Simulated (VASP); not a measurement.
A run of VASP 6.6.1:

INCAR

```
ALGO = Normal
EDIFF = 1E-7
ENCUT = 520
GGA = PS
ISIF = 2
ISMEAR = -1
LASPH = True
LCHARG = False
LREAL = False
LWAVE = False
NBANDS = 14
NELM = 80
PREC = Accurate
SIGMA = 0.05
```

The input KPOINTS:

```
k-points
0
Gamma
  9 9 9
```

File POSCAR:

```
Mg3Te
1.0
   -2.1393600000      2.1393600000      5.2824880000
    2.1393600000     -2.1393600000      5.2824880000
    2.1393600000      2.1393600000     -5.2824880000
Te Mg
1 3
Direct
    0.0041340000     -0.0009310000      0.0022340000
    0.2489900000      0.7589190000      0.5030360000
    0.7536050000      0.2463450000      0.4984110000
    0.4911550000      0.5146360000      0.0038850000
```

Potentials or basis: VASP PAW PBE potentials, release 64 (Te, Mg).

Command:

```console
$ cat potpaw_PBE.64/Te/POTCAR potpaw_PBE.64/Mg/POTCAR > POTCAR
$ mpirun -np 1 vasp_std > vasp.out
```

Hardware: 1 thread of Intel(R) Xeon(R) 6975P-C (Granite Rapids), on a shared host.

How long does it take, and how much memory?

It took 5.4 min on 1 thread of Intel(R) Xeon(R) 6975P-C (Granite Rapids) (shared host), peak memory 0.71 GiB. Counts: scf iterations 12, k points 365.
